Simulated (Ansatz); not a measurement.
## Carbon (bcc) across density functionals

All rows: Ansatz, plane waves with scalar-relativistic PAW, 420 eV (500 eV for the SCAN forms), relaxed under each functional, no dispersion correction, no zero-point motion. B₀ comes from uniform scaling at fixed shape; a dash is a value not given.

```tsv
functional	V (Å³/atom)	cell	B₀ (GPa)	magnetic state	ΔE to graphite (meV/atom)
PBE	6.69	a = 2.374 Å	186	spin not included	4363
r²SCAN	6.81	a = 2.388 Å	180	spin not included	4622
PBEsol	6.44	a = 2.344 Å	215	spin not included	4228
LDA	6.32	a = 2.329 Å	225	spin not included	4349
revPBE	6.79	a = 2.386 Å	175	spin not included	4368
RPBE	6.83	a = 2.390 Å	172	spin not included	4371
```

Q: What does BLYP give?

A: V (Å³/atom): 7.48; cell: a = 2.464 Å; B₀ (GPa): 132; magnetic state: spin not included; ΔE to graphite (meV/atom): 4631.
